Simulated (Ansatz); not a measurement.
# Antimony (fcc) across density functionals

All rows: Ansatz, plane waves with scalar-relativistic PAW, 420 eV (500 eV for the SCAN forms), relaxed under each functional, no dispersion correction, no zero-point motion. B₀ comes from uniform scaling at fixed shape; a dash is a value not given.

| functional | V (Å³/atom) | cell | B₀ (GPa) | magnetic state | ΔE to A7 rhombohedral (meV/atom) |
| --- | --- | --- | --- | --- | --- |
| PBE | 27.44 | a = 4.788 Å | 58 | spin not included | 321 |
| r²SCAN | 27.18 | a = 4.773 Å | 60 | spin not included | 475 |
| PBEsol | 26.16 | a = 4.713 Å | 66 | spin not included | 267 |
| LDA | 25.71 | a = 4.685 Å | 69 | spin not included | 288 |
| revPBE | 27.89 | a = 4.814 Å | 55 | spin not included | 336 |
| RPBE | 28.08 | a = 4.825 Å | 54 | spin not included | 344 |
| BLYP | 30.36 | a = 4.952 Å | 45 | spin not included | 564 |

LDA gives the smallest volume and BLYP the largest.
